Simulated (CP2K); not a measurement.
Crystal: La2O3.

```xyz
5
Lattice="6.3703 0.0000 0.0000 -3.1851 5.5168 0.0000 0.0000 0.0000 3.2899" Properties=species:S:1:pos:R:3 pbc="T T T"
La    3.1851    1.8389    1.6387
La    0.0000    3.6779    1.6512
O     3.2145    0.0000    0.0000
O    -1.6072    2.7838    0.0000
O     1.5779    2.7330    0.0000
```

The cell comes from a database or a generator and needn't be the stable form of this composition.

Base run:

* Program: CP2K 2026.2
* Functional: LDA
* Potentials or basis: GTH_POTENTIALS La GTH-PBE-q11; POTENTIAL_UZH O GTH-PBE-q6; DZVP-MOLOPT-SR-GTH, DZVP-MOLOPT-PBE-GTH basis
* Density cutoff: 11565 eV
* k mesh: 5 × 5 × 8
* Occupations: fermi-dirac, width 0.05 eV
* Spin: no spin polarisation

Its results: band gap on the k mesh 1.32 eV, indirect (least direct gap 1.72 eV); pressure -2.4 GPa; largest force 0.043 eV/Å.

After a change of settings the same cell gave: band gap on the k mesh 2.53 eV, indirect (least direct gap 2.91 eV); pressure 8.9 GPa; largest force 0.025 eV/Å. Which change was it?
A. functional from LDA to PBEsol
B. functional from LDA to rev-vdW-DF2
C. functional from LDA to TASK
D. functional from LDA to revPBE

C.

TASK gives the wider gap, since meta-GGAs in the generalised Kohn-Sham scheme recover part of the derivative discontinuity.

Caveats: the potentials were made for another functional, which shifts forces and pressure; spin-orbit coupling is left out, which moves the levels of the heavy elements; an odd mesh through Γ misses points on the zone boundary, where band edges often lie; the basis of atomic orbitals isn't converged, which shifts pressures, moduli and gaps.

Runs at the PBE level aren't shown here.
